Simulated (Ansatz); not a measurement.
**Compressing ZrO2: a fit and a missing row**

ZrO2, P4_2/nmc, a = 3.601 Å, c = 5.228 Å. This isn't the usual stable structure of the compound. Ansatz: r2SCAN, PAW, 500 eV, Γ-centred 6×6×6 mesh on 6 atoms, Gaussian smearing 0.02 eV; no spin polarisation. Shape and atoms are relaxed at each volume; pressure is positive in compression.

```
V (Å³/atom) P (GPa)
     10.624    13.34
     10.963        ?
     11.302    -0.02
     11.641    -4.92
     11.980    -8.84
```

Problem. Take V0 = 11.302 Å³/atom, count pressures from its P0 = -0.02 GPa, fit the third-order Birch–Murnaghan form to the other rows, and predict the missing pressure.

Solution. With the Eulerian strain f = ½[(V0/V)^(2/3) − 1] and y = (P − P0)/[3f(1 + 2f)^(5/2)], the form is the line y = B0 + 1.5 B0 (B0′ − 4) f. Rows (f, y): 0.02105, 190.8; -0.00975, 176.0; -0.01905, 170.1. Means f = -0.002583, y = 178.97; Σ(Δf)² = 0.0008810, ΣΔfΔy = 0.4469; the slope is their ratio. y = 180.3 + 507.3 f GPa, so B0 = 180.3 GPa and B0′ = 4 + 2 × (507.3)/(3 × 180.3) = 5.88. At V = 10.963, f = 0.01025, y = 185.50 and P = 5.98 GPa. The run gave 6.01 GPa, so the fit is 0.03 GPa too low, within twice the rms miss on the fitted rows (0.02 GPa).